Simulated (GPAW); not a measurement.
Sb:

```
Sb
1.0
     4.50666    0.00000    0.00000
     2.44723    3.78432    0.00000
     2.44723    1.33179    3.54223
Sb
2
Direct
  0.76651 0.76651 0.76651
  0.23349 0.23349 0.23349
```

```yaml
Program: GPAW 26.7.0
Task: relaxation of cell and atoms
Functional: r2SCAN
Dispersion: D3(BJ)
Potentials_or_basis: GPAW PAW data sets (gpaw-data 1.2.1)
Cutoff: 600 eV
Basis: pw
k_mesh: 5 × 5 × 5
Occupations: fermi-dirac, width 0.05 eV
Spin: no spin polarisation
```

At the start: pressure 0.3 GPa; volume 30.21 Å³/atom.

Q: Where does the relaxation end?

A: Over 5 steps the energy falls by 2.1 meV/atom and the volume is 30.53 Å³/atom (+1.1 %); space group R-3m (No. 166, to 0.05 Å).

Step by step:
```
step  energy change (eV)  largest force (eV/Å)  pressure (GPa)  volume (Å³)
   1              0.0000                0.1419            0.27        60.41
   2             -0.0009                0.1240            0.25        60.48
   3             -0.0041                0.0076            0.08        61.00
   4             -0.0041                0.0050            0.05        61.02
   5             -0.0041                0.0015            0.01        61.06
```

Final structure:
```cif
data_structure
_symmetry_space_group_name_H-M 'P 1'
_symmetry_Int_Tables_number 1
_cell_length_a 4.5090
_cell_length_b 4.5090
_cell_length_c 4.5090
_cell_angle_alpha 57.478
_cell_angle_beta 57.478
_cell_angle_gamma 57.478
_cell_volume 61.06
loop_
_atom_site_label
_atom_site_type_symbol
_atom_site_fract_x
_atom_site_fract_y
_atom_site_fract_z
_atom_site_occupancy
Sb1 Sb 0.76799 0.76799 0.76799 1
Sb2 Sb 0.23201 0.23201 0.23201 1
```

Caveat: later steps reuse the first step's grids; the PAW data sets were made with another functional, which shifts forces and pressure a little.
